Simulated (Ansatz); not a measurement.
A run of Ansatz 0.2.0 is set up as follows.

Contents of input.yaml:

```yaml
crystal:
  lattice:
    - [0.0, 2.0970013927, 2.0970013927]
    - [2.0970013927, 0.0, 2.0970013927]
    - [2.0970013927, 2.0970013927, 0.0]
  atoms:
    - { symbol: Mg, position: [0.0, 0.0, 0.0] }
    - { symbol: O, position: [0.5, 0.5, 0.5] }
kpoints:
  mp_grid: { grid: [11, 11, 11] }
scf:
  occupations: { method: gaussian, width: 0.011 }
hamiltonian:
  xc: pbe
  pseudopotentials: { kind: all_electron, lapw: { basis_error: 0.001 } }
output:
  forces: true
  stress: true
  eigenvalues: true
```

Potentials or basis: all-electron LAPW, scalar-relativistic.

Command:

```bash
$ ansatz run input.yaml --threads 1 --pin off --max-ram 3072MiB --backend cpu --events-out ev --progress --plain --runs-dir out
```

Task: Estimate the band gap on the k mesh.

Result: 4.86 eV, direct.

Task: Predict the pressure.

Result: 7.0 GPa.

**The experiment to reproduce.**

“Electronic structure of alkaline earth and post-transition metal oxides”, 2009, arxiv:0908.1581 quotes, for a bulk crystal of MgO: band gap 7.83 eV.

Against the measured gap of MgO, 7.83 eV (quoted in “Electronic structure of alkaline earth and post-transition metal oxides”, 2009, arxiv:0908.1581), the calculated 4.86 eV is off by -2.97 eV. The value is that of PBE, without temperature or zero-point motion. Semilocal functionals fall short of measured gaps as a rule. The cell is a database's relaxed one, not the measured one, which moves gaps too.
